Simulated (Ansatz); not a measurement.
**Co: electron density at the nuclei under pressure**

```xyz
2
Lattice="2.5190 0.0000 0.0000 -1.2595 2.1815 0.0000 0.0000 0.0000 4.0910" Properties=species:S:1:pos:R:3 pbc="T T T"
Co    0.0000    1.4543    1.0228
Co    1.2595    0.7272    3.0682
```

Atoms are numbered in the order listed.

The geometry is COD entry 9011615, unchecked; take it as a test cell. It differs from other determinations.

Computed with DFT, PBE, all-electron PAW with datasets made for the crystal, scalar-relativistic (Ansatz 0.2.0).

Sampling and basis: a Γ-centred 19×19×10 k mesh, Fermi–Dirac smearing of 0.05 eV, cutoff 320 eV (chosen by the program for this cell), spin-polarised from start moments Co1 2, Co2 2 μB.

The contact density is the mean electron density over the nuclear volume; its changes follow the s electrons' response to bonding and compression. B(contact) includes core polarisation and is positive along the moment of the spin-up electrons. Changes below are taken from the unscaled cell, where it is 114759 e/Å³ at Co1.

Volumes at which the program chose other datasets or cutoffs are left out.

B(contact) is what remains of large core and valence terms of opposite sign; semilocal functionals underestimate the core part, so small values are uncertain even in sign.

The datasets are made afresh for each cell, so very small changes are uncertain.

(1) Does compression raise or lower the contact density at Co1?

(2) Tabulate the changes with volume.

Results:

(1) It raises it, by 2.24 e/Å³ over the whole range.

(2) 
| V/V(cell) | P (GPa) | Δρ(0) Co1 (e/Å³) | B(contact) Co1 (T) | cell moment (μB) |
| --- | --- | --- | --- | --- |
| 0.9400 | 6.1 | 1.94 | -26.1 | 3.18 |
| 0.9405 | 6.0 | 1.92 | -26.1 | 3.18 |
| 0.9600 | 1.3 | 1.27 | -26.2 | 3.22 |
| 0.9800 | -2.9 | 0.62 | -26.2 | 3.26 |
| 0.9900 | -4.9 | 0.31 | -26.3 | 3.28 |
| 1.0000 | -6.7 | 0.00 | -26.3 | 3.29 |
| 1.0100 | -8.5 | -0.30 | -26.3 | 3.31 |
